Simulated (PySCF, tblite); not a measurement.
# isopentane (C₅H₁₂): a rotation path, then NMR shifts on frames, part 1 of 2

Aim: move isopentane (C₅H₁₂) (`CCC(C)C`) away from its starting geometry and see how NMR shifts follow the geometry.

Computed with tblite 0.8.0 and PySCF 2.14.0, with density-fitted response routines of our own, on a single molecule in the gas phase. Atoms are numbered from 0 throughout.

**1. The molecule as given**

17 atoms, charge 0, multiplicity 1; geometry from: GFN2-xTB.

Bonds of the start (Å): C0–C1 1.52, C1–C2 1.53, C2–C3 1.53, C2–C4 1.53, C0–H5 1.09, C0–H6 1.09, C0–H7 1.09, C1–H8 1.09, C1–H9 1.09, C2–H10 1.10, C3–H11 1.09, C3–H12 1.09, C3–H13 1.09, C4–H14 1.09, C4–H15 1.09, C4–H16 1.09.

**2. A band between two rotamers with GFN2-xTB**

Job settings and geometry (Å):

```
{"job": {"kind": "neb", "xc": "GFN2-xTB", "basis": "xTB", "atoms": [0, 1, 2, 4], "turn": 120}, "charge": 0, "multiplicity": 1}
C      1.924486    -0.787517    -0.031926
C      0.895614     0.197075     0.512049
C     -0.368667     0.303175    -0.348202
C     -1.179936    -0.990074    -0.326285
C     -1.232904     1.464543     0.139948
H      2.191761    -0.533197    -1.055712
H      1.541503    -1.804413    -0.017204
H      2.828221    -0.759955     0.573513
H      1.357189     1.185997     0.572798
H      0.613949    -0.097005     1.526098
H     -0.067020     0.506843    -1.382233
H     -0.614571    -1.815934    -0.749661
H     -2.091726    -0.872949    -0.908353
H     -1.456104    -1.246188     0.694878
H     -1.535343     1.301525     1.172542
H     -0.683965     2.402438     0.087024
H     -2.129485     1.557667    -0.469185
```

Level: GFN2-xTB climbing-image nudged elastic band, gas phase.

Run with:

```
$ OMP_NUM_THREADS=1 python probes_run.py task.json out
```

This one command runs all jobs of the session in turn.

The program printed:

```text
image   E - E0 / eV
  0      -0.0000
  1       0.0142
  2       0.0454
  3       0.0753
  4       0.0858
  5       0.0709
  6       0.0393
  7       0.0121
  8       0.0001
```

Wall time 2.2 s (1 thread of Intel Xeon at 2.80GHz, shared host); peak memory 0.18 GiB.

The final band, with the dihedral C0–C1–C2–C4:

```csv
image,dihedral (°),energy (eV),energy (kcal/mol)
0,-171,0.000,0.0
1,-158,0.014,0.3
2,-145,0.045,1.0
3,-132,0.075,1.7
4,-119,0.086,2.0
5,-105,0.071,1.6
6,-92,0.039,0.9
7,-79,0.012,0.3
8,-66,0.000,0.0
```

**3. Nuclear shieldings: image 0, PBE0/pcSseg-1**

Job settings and geometry (Å):

```
{"job": {"kind": "nmr", "xc": "PBE0", "basis": "pcSseg-1", "pop": false}, "charge": 0, "multiplicity": 1}
C      1.924500    -0.787500    -0.031900
C      0.895600     0.197100     0.512000
C     -0.368700     0.303200    -0.348200
C     -1.179900    -0.990100    -0.326300
C     -1.232900     1.464500     0.139900
H      2.191800    -0.533200    -1.055700
H      1.541500    -1.804400    -0.017200
H      2.828200    -0.760000     0.573500
H      1.357200     1.186000     0.572800
H      0.613900    -0.097000     1.526100
H     -0.067000     0.506800    -1.382200
H     -0.614600    -1.815900    -0.749700
H     -2.091700    -0.872900    -0.908400
H     -1.456100    -1.246200     0.694900
H     -1.535300     1.301500     1.172500
H     -0.684000     2.402400     0.087000
H     -2.129500     1.557700    -0.469200
```

Method: GIAO PBE0/pcSseg-1 NMR shielding, non-relativistic, gas phase.

The program printed:

```text
coarse grid: 12872 points
cycle   1  E = -197.4053395195  dE =  2.181e-01  |g| = 4.286e-01  |ddm| = 3.293e+00
cycle   2  E = -197.3938994384  dE =  1.144e-02  |g| = 4.867e-01  |ddm| = 8.020e-01
cycle   3  E = -197.4565522229  dE = -6.265e-02  |g| = 2.860e-02  |ddm| = 4.360e-01
cycle   4  E = -197.4566740209  dE = -1.218e-04  |g| = 1.689e-02  |ddm| = 3.903e-02
cycle   5  E = -197.4567397796  dE = -6.576e-05  |g| = 2.645e-03  |ddm| = 1.433e-02
cycle   6  E = -197.4567413600  dE = -1.580e-06  |g| = 3.248e-04  |ddm| = 2.399e-03
final grid: 120504 points
cycle   7  E = -197.4886066046  dE = -4.006e-05  |g| = 8.808e-03  |ddm| = 2.874e-02
cycle   8  E = -197.4886000503  dE =  6.554e-06  |g| = 1.016e-02  |ddm| = 1.570e-02
cycle   9  E = -197.4886268587  dE = -2.681e-05  |g| = 4.761e-04  |ddm| = 8.690e-03
cycle  10  E = -197.4886269042  dE = -4.553e-08  |g| = 1.838e-04  |ddm| = 5.803e-04
cycle  11  E = -197.4886269120  dE = -7.806e-09  |g| = 2.597e-05  |ddm| = 1.392e-04
cycle  12  E = -197.4886269122  dE = -1.515e-10  |g| = 4.519e-06  |ddm| = 2.815e-05
converged SCF energy = -197.4886269122

GIAO shielding tensors (ppm)
atom      isotropic    diamagn.    paramagn.     s11        s22        s33       span
  0 C      171.861     246.715     -74.854    158.275    170.418    186.892     28.617
  1 C      151.012     248.481     -97.469    138.917    142.880    171.238     32.321
  2 C      152.576     246.432     -93.857    141.474    154.475    161.778     20.303
  3 C      164.654     248.543     -83.889    148.072    159.184    186.707     38.635
  4 C      159.802     247.427     -87.625    139.154    152.765    187.487     48.333
  5 H       30.983      30.272       0.711     26.805     28.890     37.255     10.450
  6 H       30.529      30.631      -0.102     25.677     30.142     35.768     10.090
  7 H       30.539      28.669       1.870     25.845     27.774     37.999     12.155
  8 H       30.251      32.422      -2.171     24.871     30.493     35.390     10.519
  9 H       30.848      32.607      -1.760     27.025     30.471     35.046      8.021
 10 H       30.500      33.280      -2.780     27.324     28.832     35.344      8.019
 11 H       30.262      31.499      -1.237     25.108     29.528     36.150     11.042
 12 H       30.722      30.767      -0.045     26.501     28.346     37.319     10.818
 13 H       31.360      31.463      -0.103     28.281     28.903     36.896      8.615
 14 H       30.969      30.819       0.150     27.819     28.978     36.110      8.291
 15 H       30.603      30.510       0.093     26.302     28.310     37.197     10.895
 16 H       30.616      30.179       0.437     26.261     28.213     37.374     11.113
```

It took 16 s on 1 thread of Intel Xeon at 2.80GHz, shared host; peak memory 0.72 GiB.

Shifts follow as δ = σ(reference) − σ, with reference shieldings (ppm) from runs at the same level and on the same kind of geometry: ¹H TMS 31.72, ¹³C TMS 186.9. The references are single molecules in the gas phase. Each atom is listed at this fixed geometry, with no averaging over motion; a spectrum would average atoms that exchange fast.

```csv
atoms,environment,σ (ppm),δ (ppm)
C1,sp3 CH2,151.0,35.9
C2,sp3 CH,152.6,34.3
C4,methyl carbon,159.8,27.1
C3,methyl carbon,164.7,22.3
C0,methyl carbon,171.9,15.1
H8,hydrogen on an sp3 CH2,30.25,1.47
H11,hydrogen on a methyl carbon,30.26,1.46
H10,hydrogen on an sp3 CH,30.50,1.22
H6,hydrogen on a methyl carbon,30.53,1.19
H7,hydrogen on a methyl carbon,30.54,1.18
H15,hydrogen on a methyl carbon,30.60,1.11
H16,hydrogen on a methyl carbon,30.62,1.10
H12,hydrogen on a methyl carbon,30.72,0.99
H9,hydrogen on an sp3 CH2,30.85,0.87
H14,hydrogen on a methyl carbon,30.97,0.75
H5,hydrogen on a methyl carbon,30.98,0.73
H13,hydrogen on a methyl carbon,31.36,0.36
```

**4. Shielding tensors: image 2, PBE0/pcSseg-1**

Job settings and geometry (Å):

```
{"job": {"kind": "nmr", "xc": "PBE0", "basis": "pcSseg-1", "pop": false}, "charge": 0, "multiplicity": 1}
C      2.035100    -0.617100    -0.106800
C      0.842400     0.030900     0.586300
C     -0.388000     0.193300    -0.323700
C     -1.339600    -0.994900    -0.202600
C     -1.134800     1.480500     0.019400
H      2.307800    -0.058400    -1.000400
H      1.816600    -1.641100    -0.397500
H      2.896600    -0.628000     0.558000
H      1.148600     1.014700     0.946500
H      0.567800    -0.562500     1.460800
H     -0.046600     0.262700    -1.361900
H     -0.859200    -1.917500    -0.517400
H     -2.224100    -0.842400    -0.818400
H     -1.665500    -1.111900     0.829500
H     -1.445300     1.466600     1.061400
H     -0.498400     2.348500    -0.140700
H     -2.020400     1.588800    -0.602500
```

Method: GIAO PBE0/pcSseg-1 NMR shielding, non-relativistic, gas phase.

The program printed:

```text
coarse grid: 12872 points
cycle   1  E = -197.4032657118  dE =  2.145e-01  |g| = 4.275e-01  |ddm| = 3.288e+00
cycle   2  E = -197.3924235024  dE =  1.084e-02  |g| = 4.833e-01  |ddm| = 7.969e-01
cycle   3  E = -197.4543404724  dE = -6.192e-02  |g| = 2.677e-02  |ddm| = 4.318e-01
cycle   4  E = -197.4544382410  dE = -9.777e-05  |g| = 1.702e-02  |ddm| = 3.698e-02
cycle   5  E = -197.4545055288  dE = -6.729e-05  |g| = 2.375e-03  |ddm| = 1.451e-02
cycle   6  E = -197.4545067955  dE = -1.267e-06  |g| = 2.548e-04  |ddm| = 1.938e-03
final grid: 120504 points
cycle   7  E = -197.4859270805  dE = -3.961e-05  |g| = 8.738e-03  |ddm| = 2.634e-02
cycle   8  E = -197.4859207071  dE =  6.373e-06  |g| = 1.008e-02  |ddm| = 1.561e-02
cycle   9  E = -197.4859471455  dE = -2.644e-05  |g| = 4.433e-04  |ddm| = 8.622e-03
cycle  10  E = -197.4859471839  dE = -3.839e-08  |g| = 1.838e-04  |ddm| = 5.187e-04
cycle  11  E = -197.4859471918  dE = -7.893e-09  |g| = 2.078e-05  |ddm| = 1.422e-04
cycle  12  E = -197.4859471919  dE = -9.499e-11  |g| = 3.570e-06  |ddm| = 2.332e-05
converged SCF energy = -197.4859471919

GIAO shielding tensors (ppm)
atom      isotropic    diamagn.    paramagn.     s11        s22        s33       span
  0 C      170.552     246.497     -75.945    153.040    171.977    186.639     33.598
  1 C      151.003     248.210     -97.206    136.790    140.652    175.568     38.779
  2 C      152.418     246.020     -93.602    135.354    156.363    165.538     30.184
  3 C      162.148     247.953     -85.805    141.856    158.149    186.439     44.582
  4 C      158.974     247.854     -88.880    134.535    157.274    185.115     50.580
  5 H       30.892      30.315       0.577     26.657     29.170     36.850     10.193
  6 H       30.571      30.328       0.244     26.061     29.480     36.173     10.112
  7 H       30.588      28.651       1.938     25.841     27.734     38.189     12.348
  8 H       30.435      32.752      -2.317     24.986     31.386     34.934      9.948
  9 H       30.677      32.586      -1.909     27.040     30.444     34.548      7.508
 10 H       30.609      33.542      -2.933     27.471     29.401     34.955      7.484
 11 H       30.296      31.072      -0.776     25.623     28.865     36.401     10.778
 12 H       30.739      30.576       0.163     26.439     28.287     37.493     11.054
 13 H       31.152      31.270      -0.118     27.980     29.043     36.434      8.455
 14 H       30.889      31.032      -0.142     27.862     28.905     35.900      8.038
 15 H       30.592      30.849      -0.257     26.295     28.477     37.003     10.708
 16 H       30.772      30.431       0.341     26.333     28.417     37.566     11.233
```

Run time: 17 s. Hardware: 1 thread of Intel Xeon at 2.80GHz, shared host; peak memory 0.78 GiB.

In short: δ C1 35.9, C2 34.5, C4 28.0, C3 24.8, H11 1.42, H8 1.28 ppm.

(Continued in part 2 of 2.)
